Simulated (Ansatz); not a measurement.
Rh: strain energy, fitted

Rh, Fm-3m, a = 3.780 Å. Ansatz: PBEsol, PAW, 420 eV, Γ-centred 20×20×14 mesh on 2 atoms, Gaussian smearing 0.10 eV; no spin polarisation. Series: uniaxial strain along a, with b, c and atoms relaxed; x is the strain in per cent. The axes a, b, c are those of the computed cell (2.673, 2.673, 3.780 Å), along [1 1 0], [-1 1 0], [0 0 1] of the cell named above. y is the free energy over the unstrained cell, V0 = 13.503 Å³/atom.

```tsv
x (%)	y (meV/atom)
-3.0	?
-2.0	8.05
-1.0	1.88
0.0	0.00
1.0	1.93
2.0	7.24
3.0	15.51
```

**Question.** Fit y = c2 x² + c3 x³ to the other rows, turn c2 into a modulus, and predict the missing energy.

**Answer.** Least squares on the rows shown. y = 1.9005 x² − 0.057605 x³. In eV per unit strain² c2 is 19.01; this is Young's modulus along the axis (E = ½ Y V0 ε²): 2 × 19.01 × 160.2 / (13.503) = 451 GPa. At x = -3.0 the fit asked for gives 18.66 meV/atom. The run gave 18.99 meV/atom, so the fit is 0.33 meV/atom too low, 1.7 % of the span of the series, against an rms of 0.07 meV/atom on the fitted rows. The row lies outside the fitted range. With a term in x⁴ added, a fit to the same known rows predicts 18.22 meV/atom, further off still.